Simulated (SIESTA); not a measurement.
## Li2O under changes of volume

One of the cells (8.399 Å³/atom); the others are scaled copies at fixed shape and fractional positions:

```
O Li
1.0
     0.00000    2.32685    2.32685
     2.32685    0.00000    2.32685
     2.32685    2.32685    0.00000
O Li
1 2
Direct
  0.00000 0.00000 0.00000
  0.25000 0.25000 0.25000
  0.75000 0.75000 0.75000
```

The cell comes from a database or a generator and needn't be the stable form of this composition.

```yaml
Program: SIESTA 5.4.2
Functional: PBE
Potentials_or_basis: PseudoDojo 0.4 standard (PBE files)
Basis: TZDP (energy shift 0.01 Ry)
Grid_cutoff: 800 Ry
Energy_shift: 0.01 Ry
k_mesh: 10 × 10 × 10
Occupations: fermi-dirac, width 0.05 eV
Spin: no spin polarisation
```

| volume (Å³/atom) | energy over the lowest point (meV/atom) | pressure (GPa) | gap on the mesh (eV) |
| --- | --- | --- | --- |
| 7.895 | 2.75 | 3.4 | 5.20 |
| 8.063 | 0.34 | 1.3 | 5.16 |
| 8.231 | 0.00 | -0.6 | 5.11 |
| 8.399 | 1.43 | -2.1 | 5.07 |
| 8.567 | 4.34 | -3.4 | 4.95 |
| 8.735 | ? | ? | ? |
| 8.903 | 14.36 | -6.0 | 4.69 |

Q: What does the run at 8.735 Å³/atom give?

A: Energy over the lowest point 8.67 meV/atom; pressure -4.8 GPa; gap on the mesh 4.82 eV.

Worked out: A Birch-Murnaghan fit of order 3 (a polynomial in V^(-2/3)) to the other rows has its minimum at 8.18 Å³/atom with B0 = V·E''(V) = 85 GPa and B' = 4.8. It gives 8.74 meV/atom at 8.735 Å³/atom, against the run's 8.67, and -dE/dV = -4.8 GPa, against -4.8. A parabola through the other rows of the gap, of slope -6.78 eV per unit of ln V there, gives 4.83 eV, against the run's 4.82.

Energies are extrapolated to zero smearing.

Caveats: semicore shells carry a single zeta, which can move pressures by several GPa and volumes by a few percent; the basis of atomic orbitals isn't converged, which shifts pressures, moduli and gaps.

A mesh can miss the band edges.
